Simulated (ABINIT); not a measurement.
Runs of ABINIT 10.8.3 (patched build) on WC (Qusongite). The structure is hexagonal, space group P-6m2 (No. 187). The conventional cell has a = 2.907 Å, b = 2.907 Å, c = 2.837 Å, α = 90.00°, β = 90.00°, γ = 120.00°. Around W (site symmetry -6m2) lie 6 C at 2.20 Å. Around C (site symmetry -6m2) lie 6 W at 2.20 Å. 

```csv
task,level,potentials or basis,spin,k mesh,cutoff (eV),fine-grid cutoff,mesh quality,gap on the mesh (eV),pressure (GPa),V0 of scaled cells (Å³/atom),B0 (GPa)
equation of state,PBEsol,JTH PAW PBE v2.0,off,10 × 10 × 9,435,870.764 eV,not flagged,-,-,10.32,(b)
equation of state,BLYP,JTH PAW PBE v2.0,off,10 × 10 × 9,517,1034.03 eV,not flagged,-,-,10.90,354
band structure,HCTH407,JTH PAW PBE v2.0,off,10 × 10 × 9,517,1034.03 eV,not flagged,none,-8.8,-,-
single point,PBE,JTH PAW PBE v2.0,off,6 × 6 × 5,517,1034.03 eV,coarse,none,(a),-,-
equation of state,PW91,JTH PAW PBE v2.0,off,10 × 10 × 9,517,1034.03 eV,not flagged,-,-,10.56,388
band structure,r2SCAN,JTH PAW LDA v2.0,off,10 × 10 × 9,653,1251.72 eV,not flagged,none,2.2,-,-
band structure,PBEsol,JTH PAW PBE v2.0,off,10 × 10 × 9,517,1034.03 eV,not flagged,none,-2.5,-,-
band structure,PW91,JTH PAW PBE v2.0,"SOC, no magnetisation",10 × 10 × 9,517,1034.03 eV,not flagged,none,7.3,-,-
```

Alike in all rows: cell as given; smearing fermi-dirac 0.05 eV.

**Question.** Fill in the values left out.

**Answer.** (a) 6.5; (b) 411.

Caveats: some runs use coarse meshes; the PAW data sets were made with another functional, which shifts forces and pressure a little (some runs); pressures at fixed basis lie under the slope of the energies (some runs); the cell was scaled at fixed shape and fractional positions, which overstates the stiffness of a crystal with free parameters, most of all of layers and chains (some runs); spin-orbit coupling is left out, which moves the levels of the heavy elements (some runs).

A k mesh can miss the band edges, and rows without SOC leave out spin-orbit coupling on W.

A gap of «none» marks a metal or a gap under the smearing width.
